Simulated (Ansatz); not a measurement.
The system is CuO.

```xyz
4
Lattice="0.0000 -2.1166 -2.1166 -2.1166 0.0000 -2.1166 2.1166 2.1166 -4.2331" Properties=species:S:1:pos:R:3 pbc="T T T"
Cu    0.0233   -0.0336   -4.1419
Cu    0.0233    2.0829   -6.2584
O    -0.0233    0.0336   -6.4409
O    -0.0233    0.0336   -2.2078
```

The cell comes from a database or a generator and needn't be the stable form of this composition.

The cell isn't the ideal one: all O atoms moved 0.2 Å in one direction.

```yaml
Program: Ansatz 0.2.0
Task: relaxation of cell and atoms
Functional: PBE
Potentials_or_basis: Ansatz PAW
Cutoff: "420 eV (not typed: the program's choice for these potentials)"
k_mesh: 10 × 10 × 6
Occupations: fermi-dirac, width 0.05 eV
Spin: no spin polarisation
```

At the start: volume 9.48 Å³/atom.

Problem. Where does the relaxation end?

Solution. It ends after 8 steps and the volume is 9.56 Å³/atom (+0.8 %); space group Fm-3m (No. 225, to 0.05 Å).

Step by step:
```tsv
step	energy change (eV)	largest force (eV/Å)	volume (Å³)
1	0.0000	1.1986	37.93
2	-0.0735	0.9588	38.23
3	-0.2305	0.0121	38.20
4	-0.2307	0.0040	38.21
5	-0.2308	0.0001	38.22
6	-0.2324	0.0001	38.22
7	-0.2323	0.0001	38.24
8	-0.2324	0.0001	38.24
```

Final structure:
```
CELL_PARAMETERS angstrom
0.00022 -2.12336 -2.11907
-2.12323 0.00016 -2.11901
2.12475 2.12471 -4.23971
ATOMIC_POSITIONS crystal
Cu 0.50000 0.50000 0.50000
Cu 0.00000 0.00000 0.00000
O 0.75000 0.75000 0.75000
O 0.25000 0.25000 0.25000
```

Caveat: the plane-wave basis is chosen anew once the cell has moved, so the energies of steps on either side of that aren't comparable; the pressure holds a Pulay correction of +0.8 GPa for the finite cutoff; the run has no spin polarisation, though such a crystal can be magnetic.
